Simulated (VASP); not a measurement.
Wanted: the native input for a VASP 6.6.1 run.

| Property | Result |
| --- | --- |
| Task | single point |
| Functional | r2SCAN |
| Potentials or basis | VASP PAW PBE potentials, release 64 (Na_pv, I) |
| Cutoff | 520 eV |
| k mesh | 8 × 8 × 8 |
| Occupations | gaussian, width 0.01 eV |
| Spin | no spin polarisation |
| Dipole correction | no |
| Further INCAR settings | ALGO = Normal; EDIFF = 1e-06; NBANDS = 14 |

The system is NaI.

```xyz
2
Lattice="0.0000 3.2875 3.2017 3.2875 0.0000 3.2017 3.2875 3.2875 0.0000" Properties=species:S:1:pos:R:3 pbc="T T T"
Na    0.0000    0.0000    0.0000
I     3.2875    3.2875    3.2017
```

The cell was built by a generator and needn't be a form met in nature.

The cell isn't the ideal one: epitaxial_xy strain +1.8%.

One way to write it, as run:

POSCAR

```
NaI
1.0
    0.0000000000      3.2875325879      3.2017386423
    3.2875325879      0.0000000000      3.2017386423
    3.2875325879      3.2875325879      0.0000000000
Na I
1 1
Direct
    0.0000000000      0.0000000000      0.0000000000
    0.5000000000      0.5000000000      0.5000000000
```

INCAR.step1

```
PREC = Accurate ; ENCUT = 520
ISMEAR = 0 ; SIGMA = 0.01
LREAL = F ; LASPH = T
NELM = 100 ; NBANDS = 14
GGA = PE ; ALGO = Normal
EDIFF = 1E-4 ; LWAVE = T
LCHARG = F
```

INCAR.step2

```
PREC = Accurate ; ENCUT = 520
EDIFF = 1E-6 ; ISMEAR = 0
SIGMA = 0.01 ; LREAL = F
LASPH = T ; NELM = 100
ALGO = Normal ; ISIF = 2
LWAVE = F ; LCHARG = F
METAGGA = R2SCAN ; LMIXTAU = T
NBANDS = 14 ; ISTART = 1
```

KPOINTS

```
Automatic mesh
0
Gamma
  8 8 8
```

Potentials or basis: VASP PAW PBE potentials, release 64 (Na_pv, I).

Launch:

```bash
$ cat potpaw_PBE.64/Na_pv/POTCAR potpaw_PBE.64/I/POTCAR > POTCAR
$ cp INCAR.step1 INCAR
$ mpirun -np 1 vasp_std > vasp.out
$ cp INCAR.step2 INCAR
$ mpirun -np 1 vasp_std > vasp.out
```

Results of the run:

```json
{"Pressure": "-0.5 GPa", "Band gap on the k mesh": "4.37 eV, direct"}
```

Caveat: the PAW data sets were made with another functional, which shifts forces and pressure a little; spin-orbit coupling is left out, which moves the levels of the heavy elements.

It took 2.6 min on 1 thread of Intel(R) Xeon(R) Platinum 8559C (Emerald Rapids) (shared host), peak memory 0.24 GiB.
